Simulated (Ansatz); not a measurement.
Bulk crystal (CdTe) after relaxation:

```cif
data_structure
_symmetry_space_group_name_H-M 'F-43m'
_symmetry_Int_Tables_number 216
_cell_length_a 6.4893
_cell_length_b 6.4893
_cell_length_c 6.4893
_cell_angle_alpha 90.000
_cell_angle_beta 90.000
_cell_angle_gamma 90.000
_cell_volume 273.28
loop_
_atom_site_label
_atom_site_type_symbol
_atom_site_symmetry_multiplicity
_atom_site_Wyckoff_symbol
_atom_site_fract_x
_atom_site_fract_y
_atom_site_fract_z
_atom_site_occupancy
Cd1 Cd 4 a 0.00000 0.00000 0.00000 1
Te1 Te 4 c 0.25000 0.25000 0.25000 1
```

Miller indices refer to the conventional cell of F-43m (No. 216), a = 6.489 Å, b = 6.489 Å, c = 6.489 Å, α = 90.00°, β = 90.00°, γ = 90.00°. The bulk's gap is 0.65 eV.

The (110) slab of 5 planes, 9.2 Å thick with 15 Å of vacuum as cut; outer planes CdTe (top) and CdTe (bottom).

The calculation used DFT PBEsol, scalar-relativistic, plane waves, PAW (Ansatz 0.2.0). Plane waves to 420 eV, a k mesh through Γ of 6×4×1 on the computed 10-atom cell and Gaussian smearing (0.05 eV); no spin polarisation. The cell repeats along c with a dipole correction in the vacuum.

Results for the relaxed slab:

| Property | Result |
| --- | --- |
| Surface energy (mean of both faces) | 0.27 J/m² |
| Gap of the slab on the mesh | 1.30 eV |
| Bulk valence band top under the vacuum level | 5.17 eV |
| Bulk conduction band bottom under the vacuum level | 4.52 eV |

Relaxation lowers the energy by 0.244 J/m² a face; the largest move is 0.694 Å.

```json
{"plane (bottom to top)": "1", "atoms": "CdTe", "spacing to next, bulk (Å)": "2.294", "relaxed (Å)": "2.071", "change (%)": "-9.7", "rumpling (Å)": "0.793"}
{"plane (bottom to top)": "2", "atoms": "CdTe", "spacing to next, bulk (Å)": "2.294", "relaxed (Å)": "2.323", "change (%)": "+1.2", "rumpling (Å)": "0.133"}
{"plane (bottom to top)": "3", "atoms": "CdTe", "spacing to next, bulk (Å)": "2.294", "relaxed (Å)": "2.323", "change (%)": "+1.2", "rumpling (Å)": "0.000"}
{"plane (bottom to top)": "4", "atoms": "CdTe", "spacing to next, bulk (Å)": "2.294", "relaxed (Å)": "2.071", "change (%)": "-9.7", "rumpling (Å)": "0.134"}
{"plane (bottom to top)": "5", "atoms": "CdTe", "spacing to next, bulk (Å)": "", "relaxed (Å)": "", "change (%)": "", "rumpling (Å)": "0.793"}
```

Spin-orbit coupling is left out, which matters for the bands of heavy elements. Gaps are read on the k points sampled, so a band crossing between them can be missed.